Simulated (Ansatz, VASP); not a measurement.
## One calculation of V, two programs

```
V
1.0
    -1.51435    1.51435    1.51435
     1.51435   -1.51435    1.51435
     1.51435    1.51435   -1.51435
V
1
Direct
  0.00000 0.00000 0.00000
```

Alike in both runs: task relaxation of cell and atoms; functional PBE; k mesh 20 × 20 × 20; occupations gaussian, width 0.1 eV; no spin polarisation.

|  | VASP | Ansatz |
| --- | --- | --- |
| version | VASP 6.6.1 | Ansatz 0.2.0 |
| potentials or method | VASP PAW PBE potentials, release 64 (V_sv) | scalar-relativistic, plane waves, PAW |
| plane-wave cutoff (eV) | 600 | 420 |
| valence electrons in the cell | 13 | 13 |

```tsv
	VASP	Ansatz	Ansatz less VASP
gap on the k mesh at the Fermi level, each at its own relaxed structure (eV)	none	none	-
relaxed volume (Å³/atom)	13.47	13.46	-0.011
relaxed cell length with the largest relative difference (Å)	2.596	2.596	-0.0007
energy change over the relaxation (meV/atom)	-7	-8	-0.4
```

A gap of «none» marks a metal or a gap that the smearing closes.
